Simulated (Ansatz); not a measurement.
## Ge: which structure is lowest?

Theory: DFT, HSE06, plane waves (420 eV) with PAW, scalar-relativistic in Ansatz 0.2.0. (PAW data from PBE, frozen cores regenerated.)

Each structure is relaxed within its own symmetry, so a high-lying one may be dynamically unstable.

The hybrid is evaluated at the semilocal geometry on a coarser k-mesh, and its energy is corrected by the semilocal functional's change from that mesh to the dense one.

```json
{"structure": "diamond", "ΔE (meV/atom)": "0", "V (Å³/atom)": "24.04", "cell": "a = 5.772 Å", "magnetic state": "spin not included"}
{"structure": "simple cubic", "ΔE (meV/atom)": "360", "V (Å³/atom)": "19.99", "cell": "a = 2.714 Å", "magnetic state": "spin not included"}
{"structure": "fcc", "ΔE (meV/atom)": "480", "V (Å³/atom)": "19.56", "cell": "a = 4.277 Å", "magnetic state": "spin not included"}
{"structure": "bcc", "ΔE (meV/atom)": "480", "V (Å³/atom)": "19.33", "cell": "a = 3.382 Å", "magnetic state": "spin not included"}
{"structure": "hcp", "ΔE (meV/atom)": "483", "V (Å³/atom)": "19.35", "cell": "a = 3.066 Å, c = 4.753 Å (c/a = 1.550)", "magnetic state": "spin not included"}
```

ΔE counts from diamond.

Differences under about 20 meV lie within the error of the k-point mesh.
